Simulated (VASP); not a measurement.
# KBr (Fm-3m) in VASP: notebook

One crystal, KBr, is run at these levels: PBEsol; tasks: single point.

Program: VASP 6.6.1. These are calculated values, not measurements. Logs are shortened: lines on timing, memory, paths and dates and some standing lists are left out, and cuts for length are marked.

## 1. The crystal as given

It takes space group Fm-3m (No. 225, cubic). Conventional cell: a = 6.585 Å, b = 6.585 Å, c = 6.585 Å, α = 90.00°, β = 90.00°, γ = 90.00°. K (site symmetry m-3m) has 6 Br at 3.29 Å as nearest neighbours. Br (site symmetry m-3m) has 6 K at 3.29 Å as nearest neighbours.

## 2. Single point, PBEsol

Input file INCAR:

```
  PREC = Accurate
  ENCUT = 520
  EDIFF = 1E-6
  ISMEAR = 0
  SIGMA = 0.05
  LREAL = False
  LASPH = True
  NELM = 100
  ALGO = Normal
  ISIF = 2
  LWAVE = False
  LCHARG = True
  GGA = PS
  LELF = True
  LVHAR = True
  NBANDS = 15
```

Input file KPOINTS:

```
regular mesh
0
Gamma
  6 6 6
```

Input file POSCAR:

```
KBr
1.0
    0.0000000000      3.2925000000      3.2925000000
    3.2925000000      0.0000000000      3.2925000000
    3.2925000000      3.2925000000      0.0000000000
K Br
1 1
Direct
    0.0000000000      0.0000000000      0.0000000000
    0.5000000000      0.5000000000      0.5000000000
```

Potentials or basis: VASP PAW PBE potentials, release 64 (K_sv, Br).

On the command line:

```sh
$ cat potpaw_PBE.64/K_sv/POTCAR potpaw_PBE.64/Br/POTCAR > POTCAR
$ mpirun -np 1 vasp_std > vasp.out
```

OUTCAR:

```text
PREC = Accurate
   ENCUT = 520
   EDIFF = 1E-6
   ISMEAR = 0
   LREAL = False
   LASPH = True
   NELM = 100
   ISIF = 2
   GGA = PS

 ion  position               nearest neighbor table
   1  0.000  0.000  0.000-   2 3.29   2 3.29   2 3.29   2 3.29   2 3.29   2 3.29
   2  0.500  0.500  0.500-   1 3.29   1 3.29   1 3.29   1 3.29   1 3.29   1 3.29

  LATTYP: Found a face centered cubic cell.
 ALAT       =     6.5850000000

  Lattice vectors:

 A1 = (   0.0000000000,   3.2925000000,   3.2925000000)
 A2 = (   3.2925000000,   0.0000000000,   3.2925000000)
 A3 = (   3.2925000000,   3.2925000000,   0.0000000000)

Analysis of symmetry for initial positions (statically):
=====================================================================
 Subroutine PRICEL returns:
 Original cell was already a primitive cell.

 Routine SETGRP: Setting up the symmetry group for a
 face centered cubic supercell.

 Subroutine GETGRP returns: Found 48 space group operations
 (whereof 48 operations were pure point group operations)
 out of a pool of 48 trial point group operations.

The static configuration has the point symmetry O_h .

Analysis of symmetry for dynamics (positions and initial velocities):
=====================================================================
 Subroutine PRICEL returns:
 Original cell was already a primitive cell.

 Routine SETGRP: Setting up the symmetry group for a
 face centered cubic supercell.

 Subroutine GETGRP returns: Found 48 space group operations
 (whereof 48 operations were pure point group operations)
 out of a pool of 48 trial point group operations.

The dynamic configuration has the point symmetry O_h .

 Subroutine INISYM returns: Found 48 space group operations
 (whereof 48 operations are pure point group operations),
 and found     1 'primitive' translations

----------------------------------------------------------------------------------------

                                     Primitive cell

  volume of cell :      71.3851

  direct lattice vectors                    reciprocal lattice vectors
     0.000000000  3.292500000  3.292500000    -0.151860289  0.151860289  0.151860289
     3.292500000  0.000000000  3.292500000     0.151860289 -0.151860289  0.151860289
     3.292500000  3.292500000  0.000000000     0.151860289  0.151860289 -0.151860289

  length of vectors
     4.656298154  4.656298154  4.656298154     0.263029735  0.263029735  0.263029735

  position of ions in fractional coordinates (direct lattice)
     0.000000000  0.000000000  0.000000000
     0.500000000  0.500000000  0.500000000

  ion indices of the primitive-cell ions
   primitive index   ion index
                 1           1
                 2           2

----------------------------------------------------------------------------------------

 KPOINTS: regular mesh

Automatic generation of k-mesh.
 Grid dimensions read from file:
 generate k-points for:    6    6    6

 Generating k-lattice:

  Cartesian coordinates                     Fractional coordinates (reciprocal lattice)
    -0.025310048  0.025310048  0.025310048     0.166666667  0.000000000  0.000000000
     0.025310048 -0.025310048  0.025310048     0.000000000  0.166666667  0.000000000
     0.025310048  0.025310048 -0.025310048     0.000000000  0.000000000  0.166666667

  Length of vectors
     0.043838289  0.043838289  0.043838289

  Shift w.r.t. Gamma in fractional coordinates (k-lattice)
     0.000000000  0.000000000  0.000000000

 Subroutine IBZKPT returns following result:
 ===========================================

 Found     16 irreducible k-points:

 Following reciprocal coordinates:
            Coordinates               Weight
  0.000000  0.000000  0.000000      1.000000
  0.166667  0.000000  0.000000      8.000000
  0.333333  0.000000  0.000000      8.000000
  0.500000  0.000000  0.000000      4.000000
  0.166667  0.166667  0.000000      6.000000
  0.333333  0.166667  0.000000     24.000000
[... 8 lines left out ...]
 -0.333333  0.333333  0.166667     24.000000
 -0.333333  0.500000  0.166667     12.000000
   k-points           NKPTS =     16   k-points in BZ     NKDIM =     16   number of bands    NBANDS=     15
   number of dos      NEDOS =    301   number of ions     NIONS =      2
   total plane-waves  NPLWV =  46656
   dimension x,y,z NGX =    36 NGY =   36 NGZ =   36
   dimension x,y,z NGXF=    72 NGYF=   72 NGZF=   72
   ions per type =               1   1
   NGX,Y,Z   is equivalent  to a cutoff of  12.85, 12.85, 12.85 a.u.
   NGXF,Y,Z  is equivalent  to a cutoff of  25.71, 25.71, 25.71 a.u.
 SYSTEM =  unknown system
   PREC   = accura    normal or accurate (medium, high low for compatibility)
   ISTART =      0    job   : 0-new  1-cont  2-samecut
   ICHARG =      2    charge: 1-file 2-atom 10-const
   ISPIN  =      1    spin polarized calculation?
   LNONCOLLINEAR =      F non collinear calculations
   LSORBIT =      F    spin-orbit coupling
   LASPH  =      T    aspherical Exc in radial PAW
   ENCUT  =  520.0 eV  38.22 Ry    6.18 a.u.   8.66  8.66  8.66*2*pi/ulx,y,z
   NELM   =    100;   NELMIN=  2; NELMDL= -5     # of ELM steps
   EDIFF  = 0.1E-05   stopping-criterion for ELM
   LREAL  =      F    real-space projection
   EDIFFG = 0.1E-04   stopping-criterion for IOM
   NSW    =      0    number of steps for IOM
   IBRION =     -1    ionic relax: 0-MD 1-quasi-New 2-CG
   NFREE  =      0    steps in history (QN), initial steepest desc. (CG)
   ISIF   =      2    stress and relaxation
   ISYM   =      2    0-nonsym 1-usesym 2-fastsym
   POTIM  = 0.5000    time-step for ionic-motion
   TEBEG  =    0.0;   TEEND  =   0.0 temperature during run
   PSTRESS=    0.0 pullay stress
   NELECT =      16.0000    total number of electrons
   NUPDOWN=      -1.0000    fix difference up-down
   EMIN   =  10.00;   EMAX   =-10.00  energy-range for DOS
   EFERMI =   0.00;   METHOD = LEGACY
   ISMEAR =     0;   SIGMA  =   0.05  broadening in eV -4-tet -1-fermi 0-gaus
   EFERMI_NEDOS =   21; number of points for ismear=-14 and -15
   IALGO  =     38    algorithm
   IMIX   =      4    mixing-type and parameters
     AMIX     =   0.40;   BMIX     =  1.00
     AMIX_MAG =   1.60;   BMIX_MAG =  1.00
  volume/ion in A,a.u.               =      35.69       240.87
  Fermi-wavevector in a.u.,A,eV,Ry     =   0.994441  1.879221 13.454978  0.988913
  Thomas-Fermi vector in A             =   2.126392
   LORBIT       =      0    0 simple, 1 ext, 2 COOP (PROOUT), +10 PAW based schemes
   GGA     = PS    functional components
   LHFCALC =     F    Hartree Fock is set to
   AEXX    =    0.0000 exact exchange contribution
   IVDW    =     0    specifies the selected vdW correction
   LEPSILON=     F    determine dielectric tensor
   LRPA    =     F    only Hartree local field effects (RPA)
 non-spin polarized calculation
 Gauss-broadening in eV      SIGMA  =   0.05
  energy-cutoff  :      520.00
  volume of cell :       71.39
 maximum number of plane-waves:      1948
 NGX is ok and might be reduce to    36
   NGX = 17   NGY = 17   NGZ = 17

 number of electron      15.9999998 magnetization

 Free energy of the ion-electron system (eV)
  ---------------------------------------------------
  ext. energy  EPLUGINS =         0.00000000
  ---------------------------------------------------
  free energy    TOTEN  =        -6.45948170 eV

  energy without entropy =       -6.45948170  energy(sigma->0) =       -6.45948170

 E-fermi :  -1.5950     XC(G=0):  -7.5742

 val. band max:       -1.7997224158   @ k =   0.0000   0.0000   0.0000
 cond. band min:       2.4956463388   @ k =   0.0000   0.0000   0.0000
 fundamental gap:      4.2953687546
 Fermi energy:        -1.5950109936

 k-point     1 :       0.0000    0.0000    0.0000
  band No.  band energies     occupation
      1     -29.3975      2.00000
      2     -14.1146      2.00000
      3     -12.9407      2.00000
      4     -12.9407      2.00000
      5     -12.9407      2.00000
      6      -1.7997      2.00000
      7      -1.7997      2.00000
      8      -1.7997      2.00000
      9       2.4956      0.00000
     10       5.7294      0.00000
     11       5.7294      0.00000
     12       5.7294      0.00000
     13       6.5723      0.00000
     14       6.5723      0.00000
     15       9.6077      0.00000

 k-point     2 :       0.1667    0.0000    0.0000
  band No.  band energies     occupation
      1     -29.3960      2.00000
      2     -14.1606      2.00000
      3     -12.9422      2.00000
      4     -12.9422      2.00000
      5     -12.8769      2.00000
      6      -2.1825      2.00000
      7      -1.8920      2.00000
      8      -1.8920      2.00000
      9       3.1653      0.00000
     10       5.5726      0.00000
     11       6.0589      0.00000
     12       6.0589      0.00000
     13       6.9364      0.00000
     14       6.9364      0.00000
     15      10.5524      0.00000

 k-point     3 :       0.3333    0.0000    0.0000
  band No.  band energies     occupation
      1     -29.3929      2.00000
      2     -14.2414      2.00000
      3     -12.9451      2.00000
      4     -12.9451      2.00000
      5     -12.7596      2.00000
      6      -2.7752      2.00000
      7      -2.0647      2.00000
      8      -2.0647      2.00000
      9       4.2723      0.00000
     10       5.8264      0.00000
     11       6.9397      0.00000
     12       6.9397      0.00000
     13       7.8503      0.00000
     14       7.8503      0.00000
     15       9.6866      0.00000
[... 199 lines left out ...]
 k-point    15 :      -0.3333    0.3333    0.1667
  band No.  band energies     occupation
      1     -29.3900      2.00000
      2     -14.1525      2.00000
      3     -12.9932      2.00000
      4     -12.9795      2.00000
      5     -12.8229      2.00000
      6      -2.6567      2.00000
      7      -2.3465      2.00000
      8      -2.2102      2.00000
      9       5.2916      0.00000
     10       5.6852      0.00000
     11       6.6939      0.00000
     12       7.3099      0.00000
     13       8.5266      0.00000
     14       8.8032      0.00000
     15       9.2466      0.00000

 k-point    16 :      -0.3333    0.5000    0.1667
  band No.  band energies     occupation
      1     -29.3896      2.00000
      2     -14.0827      2.00000
      3     -13.0233      2.00000
      4     -12.9939      2.00000
      5     -12.8817      2.00000
      6      -2.5313      2.00000
      7      -2.2930      2.00000
      8      -2.2633      2.00000
      9       4.6794      0.00000
     10       6.0510      0.00000
     11       6.3953      0.00000
     12       7.3963      0.00000
     13       8.1760      0.00000
     14       9.0190      0.00000
     15       9.4961      0.00000

------------------------ aborting loop because EDIFF is reached ----------------------------------------

  FORCE on cell =-STRESS in cart. coord.  units (eV):
  Direction    XX          YY          ZZ          XY          YZ          ZX
  --------------------------------------------------------------------------------------
  -------------------------------------------------------------------------------------
  Total       -0.0815510     -0.0815510     -0.0815510     -0.0000000      0.0000000      0.0000000
  in kB       -1.8303440     -1.8303440     -1.8303440     -0.0000000      0.0000000      0.0000000
  external PRESSURE =      -1.8303440 kB  Pullay stress =       0.0000000 kB

 VOLUME and BASIS-vectors are now :
 -----------------------------------------------------------------------------
  energy-cutoff  :      520.00
  volume of cell :       71.39
      direct lattice vectors                 reciprocal lattice vectors
     0.000000000  3.292500000  3.292500000    -0.151860289  0.151860289  0.151860289
     3.292500000  0.000000000  3.292500000     0.151860289 -0.151860289  0.151860289
     3.292500000  3.292500000  0.000000000     0.151860289  0.151860289 -0.151860289

 POSITION                                       TOTAL-FORCE (eV/Angst)
 -----------------------------------------------------------------------------------
      0.00000      0.00000      0.00000        -0.000000     -0.000000     -0.000000
      3.29250      3.29250      3.29250         0.000000      0.000000      0.000000
 -----------------------------------------------------------------------------------
    total drift:                                0.000000      0.000000      0.000000

  FREE ENERGIE OF THE ION-ELECTRON SYSTEM (eV)
  ---------------------------------------------------
  free  energy   TOTEN  =        -6.4594817013 eV

  energy  without entropy=       -6.4594817013  energy(sigma->0) =       -6.45948170
```

Wall time 8.5 s (1 thread of Intel Xeon 6975P-C (Granite Rapids), shared host); peak memory 0.21 GiB.

What came out:

```yaml
Free_energy: -6.4595 eV
Pressure: -0.2 GPa
Band_gap_on_the_k_mesh: 4.30 eV, direct
```

Levels at points of the mesh, in eV from the valence-band top:
| k point | band 4 | band 5 | band 6 | band 7 | band 8 | band 9 | band 10 | band 11 | band 12 | band 13 |
| --- | --- | --- | --- | --- | --- | --- | --- | --- | --- | --- |
| (0.00, 0.00, 0.00) | -11.14 | -11.14 | 0.00 | 0.00 | 0.00 | 4.30 | 7.53 | 7.53 | 7.53 | 8.37 |
| (0.50, 0.00, 0.00) | -11.15 | -10.91 | -1.22 | -0.35 | -0.35 | 6.45 | 8.15 | 9.74 | 9.74 | 10.00 |
| (0.50, 0.50, 0.00) | -11.18 | -11.18 | -0.84 | -0.29 | -0.29 | 5.74 | 7.11 | 9.34 | 9.38 | 9.65 |

Caveat: the PAW data sets were made with another functional, which shifts forces and pressure a little. As with any semilocal functional, this PBEsol gap is likely too small.

## 3. Single point, PBEsol

Input file INCAR:

```
PREC = Accurate
ENCUT = 520
EDIFF = 1E-6
ISMEAR = 0
SIGMA = 0.05
LREAL = F
LASPH = T
NELM = 100
ALGO = Normal
ISIF = 2
LWAVE = F
LCHARG = T
GGA = PS
LELF = T
LVHAR = T
NBANDS = 15
```

Input file KPOINTS:

```
Automatic mesh
0
Gamma
  8 8 8
```

POSCAR is that of step 2.

Potentials or basis: VASP PAW PBE potentials, release 64 (K_sv, Br).

On the command line:

```sh
$ cat potpaw_PBE.64/K_sv/POTCAR potpaw_PBE.64/Br/POTCAR > POTCAR
$ mpirun -np 1 vasp_std > vasp.out
```

OUTCAR:

```text
PREC = Accurate
   ENCUT = 520
   EDIFF = 1E-6
   ISMEAR = 0
   LREAL = F
   LASPH = T
   NELM = 100
   ISIF = 2
   GGA = PS

 ion  position               nearest neighbor table
   1  0.000  0.000  0.000-   2 3.29   2 3.29   2 3.29   2 3.29   2 3.29   2 3.29
   2  0.500  0.500  0.500-   1 3.29   1 3.29   1 3.29   1 3.29   1 3.29   1 3.29

  LATTYP: Found a face centered cubic cell.
 ALAT       =     6.5850000000

  Lattice vectors:

 A1 = (   0.0000000000,   3.2925000000,   3.2925000000)
 A2 = (   3.2925000000,   0.0000000000,   3.2925000000)
 A3 = (   3.2925000000,   3.2925000000,   0.0000000000)

Analysis of symmetry for initial positions (statically):
=====================================================================
 Subroutine PRICEL returns:
 Original cell was already a primitive cell.

 Routine SETGRP: Setting up the symmetry group for a
 face centered cubic supercell.

 Subroutine GETGRP returns: Found 48 space group operations
 (whereof 48 operations were pure point group operations)
 out of a pool of 48 trial point group operations.

The static configuration has the point symmetry O_h .

[... 174 lines left out ...]
      5     -12.9407      2.00000
      6      -1.7997      2.00000
      7      -1.7997      2.00000
      8      -1.7997      2.00000
      9       2.4956      0.00000
     10       5.7294      0.00000
     11       5.7294      0.00000
     12       5.7294      0.00000
     13       6.5723      0.00000
     14       6.5723      0.00000
[... 401 lines left out ...]
      2     -14.1973      2.00000
      3     -12.9778      2.00000
      4     -12.9622      2.00000
      5     -12.7867      2.00000
      6      -2.7975      2.00000
      7      -2.2830      2.00000
      8      -2.1712      2.00000
      9       5.0897      0.00000
     10       5.9042      0.00000
     11       7.0259      0.00000
     12       7.4744      0.00000
     13       8.2584      0.00000
     14       8.7125      0.00000
     15       9.2316      0.00000

 [... further k-points ...]

------------------------ aborting loop because EDIFF is reached ----------------------------------------

  FORCE on cell =-STRESS in cart. coord.  units (eV):
  Direction    XX          YY          ZZ          XY          YZ          ZX
  --------------------------------------------------------------------------------------
  -------------------------------------------------------------------------------------
  Total       -0.0817195     -0.0817195     -0.0817195      0.0000000      0.0000000     -0.0000000
  in kB       -1.8341244     -1.8341244     -1.8341244      0.0000000      0.0000000     -0.0000000
  external PRESSURE =      -1.8341244 kB  Pullay stress =       0.0000000 kB

 VOLUME and BASIS-vectors are now :
 -----------------------------------------------------------------------------
  energy-cutoff  :      520.00
  volume of cell :       71.39
      direct lattice vectors                 reciprocal lattice vectors
     0.000000000  3.292500000  3.292500000    -0.151860289  0.151860289  0.151860289
     3.292500000  0.000000000  3.292500000     0.151860289 -0.151860289  0.151860289
     3.292500000  3.292500000  0.000000000     0.151860289  0.151860289 -0.151860289

 POSITION                                       TOTAL-FORCE (eV/Angst)
 -----------------------------------------------------------------------------------
      0.00000      0.00000      0.00000        -0.000000      0.000000      0.000000
      3.29250      3.29250      3.29250         0.000000     -0.000000     -0.000000
 -----------------------------------------------------------------------------------
    total drift:                                0.000000      0.000000      0.000000

  FREE ENERGIE OF THE ION-ELECTRON SYSTEM (eV)
  ---------------------------------------------------
  free  energy   TOTEN  =        -6.4594814905 eV

  energy  without entropy=       -6.4594814905  energy(sigma->0) =       -6.45948149
```

stdout:

```text
POSCAR found type information on POSCAR K Br
 POSCAR found :  2 types and       2 ions
 scaLAPACK will be used
 -----------------------------------------------------------------------------
|                                                                             |
|                                                                             |
|     You enforced a specific xc type in the INCAR file but a different       |
|     I HOPE YOU KNOW WHAT YOU ARE DOING!                                     |
|                                                                             |
 -----------------------------------------------------------------------------

 LDA part: xc-table for (Slater+PW92), standard interpolation
 POSCAR, INCAR and KPOINTS ok, starting setup
 FFT: planning ... GRIDC
 FFT: planning ... GRID_SOFT
 FFT: planning ... GRID
 WAVECAR not read
 entering main loop
```

Run time: 13 s. Hardware: 1 thread of Intel Xeon 6975P-C (Granite Rapids), shared host; peak memory 0.21 GiB.

Results:

```
Free energy            : -6.4595 eV
Pressure               : -0.2 GPa
Band gap on the k mesh : 4.30 eV, direct
```

Caveat: the PAW data sets were made with another functional, which shifts forces and pressure a little. A k mesh can miss the band edges.
